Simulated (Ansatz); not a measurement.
# GaAs: single point with PBE

**Experimental background.**

“Evidence of valence band perturbations in GaAsN/GaAs(001): A combined variable-angle spectroscopic ellipsometry and modulated photoreflectance investigation”, 2008, arxiv:0805.2212 reports, for a bulk crystal of GaAs at 300 K: band gap 1.418 ± 0.005 eV (direct).

Crystal: GaAs.

```
CELL_PARAMETERS angstrom
0.00000 2.82685 2.82685
2.82685 0.00000 2.82685
2.82685 2.82685 0.00000
ATOMIC_POSITIONS crystal
As 0.75000 0.75000 0.75000
Ga 0.00000 0.00000 0.00000
```

```yaml
Program: Ansatz 0.2.0
Task: single point
Functional: PBE
Potentials_or_basis: all-electron LAPW, scalar-relativistic
Cutoff: 316 eV (chosen from the basis error)
Basis_error_allowed: 0.001 eV/atom
k_mesh: 8 × 8 × 8
Occupations: gaussian, width 0.021 eV
Spin: no spin polarisation
```

The pressure is 3.3 GPa and the band gap on the k mesh is 0.52 eV, direct.

Levels at points of the mesh, in eV from the valence-band top:
| k point | band 18 | band 19 | band 20 | band 21 | band 22 | band 23 | band 24 | band 25 | band 26 | band 27 |
| --- | --- | --- | --- | --- | --- | --- | --- | --- | --- | --- |
| (0.00, 0.00, 0.00) | -14.70 | -12.73 | 0.00 | 0.00 | 0.00 | 0.52 | 3.74 | 3.74 | 3.74 | 7.60 |
| (0.00, 0.00, -0.50) | -14.70 | -10.96 | -6.63 | -1.14 | -1.14 | 1.01 | 4.65 | 4.65 | 7.76 | 10.41 |
| (0.00, -0.50, -0.50) | -14.69 | -10.23 | -6.81 | -2.67 | -2.67 | 1.47 | 1.66 | 10.18 | 10.18 | 10.98 |

It took 29 s on 1 thread of Intel(R) Xeon(R) Processor @ 2.50GHz (Skylake/Cascade Lake) (shared host), peak memory 0.32 GiB.

A measured gap of GaAs is 1.418 eV (direct; 300 K; “Evidence of valence band perturbations in GaAsN/GaAs(001): A combined variable-angle spectroscopic ellipsometry and modulated photoreflectance investigation”, 2008, arxiv:0805.2212); the calculated 0.52 eV misses it by -0.90 eV. 3 values of this kind are on record (1.412 to 1.51 eV); this one was drawn at random among those near their median, those with a stated uncertainty first. Spin-orbit coupling on As, Ga is left out. The value is that of PBE on a finite k mesh, which can miss the band edges, without temperature or zero-point motion. Semilocal functionals fall short of measured gaps as a rule.
